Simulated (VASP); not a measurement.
# BN (P6_3/mmc) in VASP: further runs

One crystal, BN, is run at these levels: PBE+D3(BJ), PBE; tasks: band structure.

Program: VASP 6.6.1. These are calculated values, not measurements. Logs are shortened: lines on timing, memory, paths and dates and some standing lists are left out, and cuts for length are marked.

### Step 1. The structure

The structure is hexagonal, space group P6_3/mmc (No. 194). Conventional cell: a = 2.507 Å, b = 2.507 Å, c = 6.574 Å, α = 90.00°, β = 90.00°, γ = 120.00°. Around B (site symmetry -6m2) lie 3 N at 1.45 Å. N (site symmetry -6m2) is surrounded by 3 B at 1.45 Å.

### Step 2. Band structure, PBE+D3(BJ)

Input file INCAR:

```
ALGO = Fast ; EDIFF = 1E-6
ENCUT = 520 ; GGA = PE
ICORELEVEL = 1 ; ISIF = 2
ISMEAR = 0 ; IVDW = 12
LASPH = True ; LCHARG = False
LREAL = False ; LWAVE = False
NBANDS = 16 ; NELM = 80
PREC = Accurate ; SIGMA = 0.03
```

Input file KPOINTS:

```
k-points
0
Gamma
  12 12 4
```

Input file POSCAR:

```
BN                                      
1.0
    2.5065024833     -0.0000000000      0.0000000000
   -1.2532512416      2.1706948204      0.0000000000
    0.0000000000      0.0000000000      6.5737414852
  B               N             
     2     2
Direct
     0.3333333300000021    0.6666666699999979    0.2500000000000000
     0.6666666699999979    0.3333333300000021    0.7500000000000000
     0.3333333300000021    0.6666666699999979    0.7500000000000000
     0.6666666699999979    0.3333333300000021    0.2500000000000000
```

Input file KPOINTS_OPT:

```
explicit points
141
Reciprocal
 0.0000000000  0.0000000000  0.0000000000 1
 0.0357142857  0.0000000000  0.0000000000 1
 0.0714285714  0.0000000000  0.0000000000 1
 0.1071428571  0.0000000000  0.0000000000 1
 0.1428571429  0.0000000000  0.0000000000 1
 0.1785714286  0.0000000000  0.0000000000 1
[... 133 lines left out ...]
 0.5000000000  0.0000000000  0.5000000000 1
 0.5000000000  0.0000000000  0.0000000000 1
```

Potentials or basis: VASP PAW PBE potentials, release 64 (B, N).

Command:

```
cat potpaw_PBE.64/B/POTCAR potpaw_PBE.64/N/POTCAR > POTCAR
mpirun -np 1 vasp_std > vasp.out
```

OUTCAR:

```text
EDIFF = 1E-6
   ENCUT = 520
   GGA = PE
   ISIF = 2
   ISMEAR = 0
   IVDW = 12
   LASPH = True
   LREAL = False
   NELM = 80
   PREC = Accurate
 IVDW          = 12

 ion  position               nearest neighbor table
   1  0.333  0.667  0.250-   4 1.45   4 1.45   4 1.45
   2  0.667  0.333  0.750-   3 1.45   3 1.45   3 1.45
   3  0.333  0.667  0.750-   2 1.45   2 1.45   2 1.45
   4  0.667  0.333  0.250-   1 1.45   1 1.45   1 1.45

  LATTYP: Found a hexagonal cell.
 ALAT       =     2.5065024833
 C/A-ratio  =     2.6226750338

  Lattice vectors:

 A1 = (   2.5065024833,   0.0000000000,   0.0000000000)
 A2 = (  -1.2532512416,   2.1706948204,   0.0000000000)
 A3 = (   0.0000000000,   0.0000000000,   6.5737414852)

Analysis of symmetry for initial positions (statically):
=====================================================================
 Subroutine PRICEL returns:
 Original cell was already a primitive cell.

 Routine SETGRP: Setting up the symmetry group for a
 hexagonal supercell.

 Subroutine GETGRP returns: Found 24 space group operations
 (whereof 12 operations were pure point group operations)
 out of a pool of 24 trial point group operations.

The static configuration has the point symmetry D_3d.
 The point group associated with its full space group is D_6h.

Analysis of symmetry for dynamics (positions and initial velocities):
=====================================================================
 Subroutine PRICEL returns:
 Original cell was already a primitive cell.

 Routine SETGRP: Setting up the symmetry group for a
 hexagonal supercell.

 Subroutine GETGRP returns: Found 24 space group operations
 (whereof 12 operations were pure point group operations)
 out of a pool of 24 trial point group operations.

The dynamic configuration has the point symmetry D_3d.
 The point group associated with its full space group is D_6h.

 Subroutine INISYM returns: Found 24 space group operations
 (whereof 12 operations are pure point group operations),
 and found     1 'primitive' translations

----------------------------------------------------------------------------------------

                                     Primitive cell

  volume of cell :      35.7668

  direct lattice vectors                    reciprocal lattice vectors
     2.506502483  0.000000000  0.000000000     0.398962302  0.230340993  0.000000000
    -1.253251242  2.170694820  0.000000000     0.000000000  0.460681986  0.000000000
     0.000000000  0.000000000  6.573741485     0.000000000  0.000000000  0.152120372

  length of vectors
     2.506502483  2.506502479  6.573741485     0.460681985  0.460681986  0.152120372

  position of ions in fractional coordinates (direct lattice)
     0.333333330  0.666666670  0.250000000
     0.666666670  0.333333330  0.750000000
     0.333333330  0.666666670  0.750000000
     0.666666670  0.333333330  0.250000000

  ion indices of the primitive-cell ions
   primitive index   ion index
                 1           1
                 2           2
                 3           3
                 4           4

----------------------------------------------------------------------------------------

 KPOINTS: k-points

Automatic generation of k-mesh.
 Grid dimensions read from file:
 generate k-points for:   12   12    4

 Generating k-lattice:

  Cartesian coordinates                     Fractional coordinates (reciprocal lattice)
     0.033246858  0.019195083  0.000000000     0.083333333  0.000000000  0.000000000
     0.000000000  0.038390165  0.000000000     0.000000000  0.083333333  0.000000000
     0.000000000  0.000000000  0.038030093     0.000000000  0.000000000  0.250000000

  Length of vectors
     0.038390165  0.038390165  0.038030093

  Shift w.r.t. Gamma in fractional coordinates (k-lattice)
     0.000000000  0.000000000  0.000000000

 Subroutine IBZKPT returns following result:
 ===========================================

 Found     57 irreducible k-points:

 Following reciprocal coordinates:
            Coordinates               Weight
  0.000000  0.000000  0.000000      1.000000
  0.083333  0.000000  0.000000      6.000000
  0.166667  0.000000  0.000000      6.000000
  0.250000  0.000000  0.000000      6.000000
  0.333333  0.000000  0.000000      6.000000
  0.416667  0.000000  0.000000      6.000000
[... 16 lines left out ...]
  0.250000  0.000000  0.250000     12.000000
  0.333333  0.000000  0.250000     12.000000
 [... further k-points ...]
   k-points           NKPTS =     57   k-points in BZ     NKDIM =     57   number of bands    NBANDS=     16
   number of dos      NEDOS =    301   number of ions     NIONS =      4
   total plane-waves  NPLWV =  20000
   dimension x,y,z NGX =    20 NGY =   20 NGZ =   50
   dimension x,y,z NGXF=    40 NGYF=   40 NGZF=  100
   ions per type =               2   2
   NGX,Y,Z   is equivalent  to a cutoff of  13.27, 13.27, 12.64 a.u.
   NGXF,Y,Z  is equivalent  to a cutoff of  26.53, 26.53, 25.29 a.u.
 SYSTEM =  unknown system
   PREC   = accura    normal or accurate (medium, high low for compatibility)
   ISTART =      0    job   : 0-new  1-cont  2-samecut
   ICHARG =      2    charge: 1-file 2-atom 10-const
   ISPIN  =      1    spin polarized calculation?
   LNONCOLLINEAR =      F non collinear calculations
   LSORBIT =      F    spin-orbit coupling
   LASPH  =      T    aspherical Exc in radial PAW
   ENCUT  =  520.0 eV  38.22 Ry    6.18 a.u.   4.66  4.66 12.22*2*pi/ulx,y,z
   NELM   =     80;   NELMIN=  2; NELMDL= -5     # of ELM steps
   EDIFF  = 0.1E-05   stopping-criterion for ELM
   LREAL  =      F    real-space projection
   EDIFFG = 0.1E-04   stopping-criterion for IOM
   NSW    =      0    number of steps for IOM
   IBRION =     -1    ionic relax: 0-MD 1-quasi-New 2-CG
   NFREE  =      0    steps in history (QN), initial steepest desc. (CG)
   ISIF   =      2    stress and relaxation
   ISYM   =      2    0-nonsym 1-usesym 2-fastsym
   POTIM  = 0.5000    time-step for ionic-motion
   TEBEG  =    0.0;   TEEND  =   0.0 temperature during run
   PSTRESS=    0.0 pullay stress
   NELECT =      16.0000    total number of electrons
   NUPDOWN=      -1.0000    fix difference up-down
   EMIN   =  10.00;   EMAX   =-10.00  energy-range for DOS
   EFERMI =   0.00;   METHOD = LEGACY
   ISMEAR =     0;   SIGMA  =   0.03  broadening in eV -4-tet -1-fermi 0-gaus
   EFERMI_NEDOS =   21; number of points for ismear=-14 and -15
   IALGO  =     68    algorithm
   IMIX   =      4    mixing-type and parameters
     AMIX     =   0.40;   BMIX     =  1.00
     AMIX_MAG =   1.60;   BMIX_MAG =  1.00
  volume/ion in A,a.u.               =       8.94        60.34
  Fermi-wavevector in a.u.,A,eV,Ry     =   1.252050  2.366031 21.328888  1.567629
  Thomas-Fermi vector in A             =   2.385969
   LORBIT       =      0    0 simple, 1 ext, 2 COOP (PROOUT), +10 PAW based schemes
   GGA     = PE    functional components
   LHFCALC =     F    Hartree Fock is set to
   AEXX    =    0.0000 exact exchange contribution
   IVDW    =    12    specifies the selected vdW correction
   LEPSILON=     F    determine dielectric tensor
   LRPA    =     F    only Hartree local field effects (RPA)
 non-spin polarized calculation
 RMM-DIIS sequential band-by-band and
 Gauss-broadening in eV      SIGMA  =   0.03
  energy-cutoff  :      520.00
  volume of cell :       35.77
 maximum number of plane-waves:       985
 NGX is ok and might be reduce to    20
   NGX =  9   NGY =  9   NGZ = 25

 number of electron      15.9999997 magnetization

 Free energy of the ion-electron system (eV)
  ---------------------------------------------------
  ext. energy  EPLUGINS =         0.00000000
  ---------------------------------------------------
  free energy    TOTEN  =       -35.14713441 eV

  energy without entropy =      -35.14713441  energy(sigma->0) =      -35.14713441

 the core state eigenenergies are
   1-  1s   -169.4852
   2-  1s   -169.4852
   3-  1s   -372.1748
   4-  1s   -372.1748

 E-fermi :   2.5555     XC(G=0): -10.1307

 val. band max:        2.3480220508   @ k =   0.3333   0.2500   0.0000
 cond. band min:       6.5988101109   @ k =   0.5000   0.0000   0.0000
 fundamental gap:      4.2507880601
 Fermi energy:         2.5555301300

 k-point     1 :       0.0000    0.0000    0.0000
  band No.  band energies     occupation
      1     -15.4501      2.00000
      2     -15.1320      2.00000
      3      -3.9019      2.00000
      4      -1.6684      2.00000
      5       1.0073      2.00000
      6       1.0073      2.00000
[... 8 lines left out ...]
     15      14.5741      0.00000
     16      15.3427      0.00000

 k-point     2 :       0.0833    0.0000    0.0000
  band No.  band energies     occupation
      1     -15.3142      2.00000
      2     -15.0010      2.00000
      3      -3.7155      2.00000
      4      -1.5019      2.00000
      5       0.4497      2.00000
      6       0.4870      2.00000
[... 8 lines left out ...]
     15      14.8341      0.00000
     16      15.0614      0.00000

 k-point     3 :       0.1667    0.0000    0.0000
  band No.  band energies     occupation
      1     -14.9138      2.00000
      2     -14.6156      2.00000
      3      -3.1632      2.00000
      4      -1.0128      2.00000
      5      -0.9650      2.00000
      6      -0.9196      2.00000
[... 8 lines left out ...]
     15      16.1856      0.00000
     16      16.1894      0.00000
[... 362 lines left out ...]
 k-point    23 :       0.2500    0.0000    0.2500
  band No.  band energies     occupation
      1     -14.2376      2.00000
      2     -14.0457      2.00000
      3      -2.7687      2.00000
      4      -2.7110      2.00000
      5      -1.9988      2.00000
      6      -0.6078      2.00000
[... 8 lines left out ...]
     15      18.3451      0.00000
     16      18.4311      0.00000

 k-point    24 :       0.3333    0.0000    0.2500
  band No.  band energies     occupation
      1     -13.4334      2.00000
      2     -13.2719      2.00000
      3      -4.5407      2.00000
      4      -4.4767      2.00000
      5      -1.2347      2.00000
      6      -1.1867      2.00000
[... 8 lines left out ...]
     15      19.1655      0.00000
     16      20.8703      0.00000

 [... further k-points ...]

------------------------ aborting loop because EDIFF is reached ----------------------------------------

 Edisp (eV)   -0.57042

 E8    (eV) :    -0.1672

  FORCE on cell =-STRESS in cart. coord.  units (eV):
  Direction    XX          YY          ZZ          XY          YZ          ZX
  --------------------------------------------------------------------------------------
  -------------------------------------------------------------------------------------
  Total       0.03061     0.03061     0.01258     0.00000     0.00000     0.00000
  in kB       1.37099     1.37099     0.56375     0.00000     0.00000     0.00000
  external pressure =        1.10 kB  Pullay stress =        0.00 kB

 VOLUME and BASIS-vectors are now :
 -----------------------------------------------------------------------------
  energy-cutoff  :      520.00
  volume of cell :       35.77
      direct lattice vectors                 reciprocal lattice vectors
     2.506502483  0.000000000  0.000000000     0.398962302  0.230340993  0.000000000
    -1.253251242  2.170694820  0.000000000     0.000000000  0.460681986  0.000000000
     0.000000000  0.000000000  6.573741485     0.000000000  0.000000000  0.152120372

 POSITION                                       TOTAL-FORCE (eV/Angst)
 -----------------------------------------------------------------------------------
     -0.00000      1.44713      1.64344        -0.000000      0.000000      0.000000
      1.25325      0.72356      4.93031        -0.000000     -0.000000      0.000000
     -0.00000      1.44713      4.93031         0.000000     -0.000000      0.000000
      1.25325      0.72356      1.64344        -0.000000      0.000000      0.000000
 -----------------------------------------------------------------------------------
    total drift:                               -0.000002      0.000001      0.000000

  FREE ENERGIE OF THE ION-ELECTRON SYSTEM (eV)
  ---------------------------------------------------
  free  energy   TOTEN  =       -35.7175501057 eV

  energy  without entropy=      -35.7175501057  energy(sigma->0) =      -35.71755011
```

Wall time 34 s (1 thread of Intel Xeon 6975P-C (Granite Rapids), shared host); peak memory 0.18 GiB.

Results:

```yaml
Free_energy: -35.7176 eV
Pressure: 0.1 GPa
Band_gap_on_the_k_mesh: 4.25 eV, indirect (least direct gap 4.63 eV)
Band_gap_along_the_path: 4.21 eV, indirect (least direct gap 4.63 eV)
Dispersion_energy_per_atom: -0.143 eV
```

Levels at the corners of the path, in eV from the valence-band top:
| point | band 5 | band 6 | band 7 | band 8 | band 9 | band 10 | band 11 | band 12 |
| --- | --- | --- | --- | --- | --- | --- | --- | --- |
| Γ | -1.38 | -1.38 | -1.34 | -1.34 | 5.28 | 10.38 | 11.47 | 11.47 |
| M | -4.18 | -4.11 | -1.51 | -0.45 | 4.21 | 5.64 | 9.47 | 9.87 |
| M | -4.18 | -4.11 | -1.51 | -0.45 | 4.21 | 5.64 | 9.47 | 9.87 |
| K | -7.18 | -7.18 | -0.14 | -0.14 | 4.83 | 4.83 | 10.70 | 13.17 |
| K | -7.18 | -7.18 | -0.14 | -0.14 | 4.83 | 4.83 | 10.70 | 13.17 |
| Γ | -1.38 | -1.38 | -1.34 | -1.34 | 5.28 | 10.38 | 11.47 | 11.47 |
| Γ | -1.38 | -1.38 | -1.34 | -1.34 | 5.28 | 10.38 | 11.47 | 11.47 |
| A | -1.36 | -1.36 | -1.36 | -1.36 | 7.70 | 7.70 | 11.54 | 11.54 |
| A | -1.36 | -1.36 | -1.36 | -1.36 | 7.70 | 7.70 | 11.54 | 11.54 |
| L | -4.15 | -4.15 | -0.96 | -0.96 | 4.69 | 4.69 | 9.85 | 9.85 |
| L | -4.15 | -4.15 | -0.96 | -0.96 | 4.69 | 4.69 | 9.85 | 9.85 |
| H | -7.19 | -7.19 | -0.04 | -0.04 | 4.59 | 4.59 | 11.96 | 11.96 |
| H | -7.19 | -7.19 | -0.04 | -0.04 | 4.59 | 4.59 | 11.96 | 11.96 |
| A | -1.36 | -1.36 | -1.36 | -1.36 | 7.70 | 7.70 | 11.54 | 11.54 |
| L | -4.15 | -4.15 | -0.96 | -0.96 | 4.69 | 4.69 | 9.85 | 9.85 |
| M | -4.18 | -4.11 | -1.51 | -0.45 | 4.21 | 5.64 | 9.47 | 9.87 |
| K | -7.18 | -7.18 | -0.14 | -0.14 | 4.83 | 4.83 | 10.70 | 13.17 |
| H | -7.19 | -7.19 | -0.04 | -0.04 | 4.59 | 4.59 | 11.96 | 11.96 |

Core levels (eV, on the scale of the bands):
```
atom     levels
 1 B  1s -169.5
 2 B  1s -169.5
 3 N  1s -372.2
 4 N  1s -372.2
```

As with any semilocal functional, this PBE gap is likely too small.

### Step 3. Band structure, PBE

This run uses another cell than the first one, of 10.92 Å³/atom, 1.221 times its volume.

Input file INCAR:

```
SYSTEM = BN
PREC = Accurate
ENCUT = 520
EDIFF = 1E-7
ISMEAR = 0
SIGMA = 0.03
LREAL = .FALSE.
LASPH = .TRUE.
NELM = 80
ALGO = Normal
ISIF = 2
LWAVE = .FALSE.
LCHARG = .FALSE.
GGA = PE
NBANDS = 16
ICORELEVEL = 1
```

Input file KPOINTS:

```
regular mesh
0
G
  12 12 4
  0 0 0
```

POSCAR, as its differences from that of step 2:

```diff
@@ -2,5 +2,5 @@
 1.0
-    2.5065024833     -0.0000000000      0.0000000000
-   -1.2532512416      2.1706948204      0.0000000000
-    0.0000000000      0.0000000000      6.5737414852
+    2.5119948916     -0.0000000000     -0.0000000000
+   -1.2559974458      2.1754513855     -0.0000000000
+   -0.0000000000     -0.0000000000      7.9909368111
   B               N
```

KPOINTS_OPT is that of step 2.

Potentials or basis: VASP PAW PBE potentials, release 64 (B, N).

Command:

```
cat potpaw_PBE.64/B/POTCAR potpaw_PBE.64/N/POTCAR > POTCAR
mpirun -np 1 vasp_std > vasp.out
```

It took 36 s on 1 thread of Intel Xeon 6975P-C (Granite Rapids), shared host; peak memory 0.19 GiB.

It converged, with:

| Quantity | Value |
| --- | --- |
| Free energy | -35.2059 eV |
| Pressure | 0.1 GPa |
| Band gap on the k mesh | 4.50 eV, indirect (least direct gap 4.65 eV) |
| Band gap along the path | 4.49 eV, indirect (least direct gap 4.65 eV) |

Stress tensor (GPa, compression positive):
```
0.20 0.00 0.00
0.00 0.20 0.00
0.00 0.00 0.05
```

Levels at the corners of the path, in eV from the valence-band top:
| point | band 6 | band 7 | band 8 | band 9 | band 10 | band 11 |
| --- | --- | --- | --- | --- | --- | --- |
| Γ | -1.35 | -1.35 | -1.35 | 4.49 | 8.19 | 10.56 |
| M | -4.12 | -1.06 | -0.74 | 4.52 | 5.08 | 9.41 |
| M | -4.12 | -1.06 | -0.74 | 4.52 | 5.08 | 9.41 |
| K | -7.15 | -0.01 | -0.01 | 4.68 | 4.68 | 11.32 |
| K | -7.15 | -0.01 | -0.01 | 4.68 | 4.68 | 11.32 |
| Γ | -1.35 | -1.35 | -1.35 | 4.49 | 8.19 | 10.56 |
| Γ | -1.35 | -1.35 | -1.35 | 4.49 | 8.19 | 10.56 |
| A | -1.35 | -1.35 | -1.35 | 5.95 | 5.95 | 11.51 |
| A | -1.35 | -1.35 | -1.35 | 5.95 | 5.95 | 11.51 |
| L | -4.12 | -0.90 | -0.90 | 4.76 | 4.76 | 9.71 |
| L | -4.12 | -0.90 | -0.90 | 4.76 | 4.76 | 9.71 |
| H | -7.15 | 0.00 | 0.00 | 4.65 | 4.65 | 12.11 |
| H | -7.15 | 0.00 | 0.00 | 4.65 | 4.65 | 12.11 |
| A | -1.35 | -1.35 | -1.35 | 5.95 | 5.95 | 11.51 |
| L | -4.12 | -0.90 | -0.90 | 4.76 | 4.76 | 9.71 |
| M | -4.12 | -1.06 | -0.74 | 4.52 | 5.08 | 9.41 |
| K | -7.15 | -0.01 | -0.01 | 4.68 | 4.68 | 11.32 |
| H | -7.15 | 0.00 | 0.00 | 4.65 | 4.65 | 12.11 |

Core levels (eV, on the scale of the bands):
```tsv
atom	levels
1 B	1s -171.0
2 B	1s -171.0
3 N	1s -373.7
4 N	1s -373.7
```

Caveat: this functional lacks dispersion, which binds the layers, so the pressure and a relaxed spacing across them are unreliable.
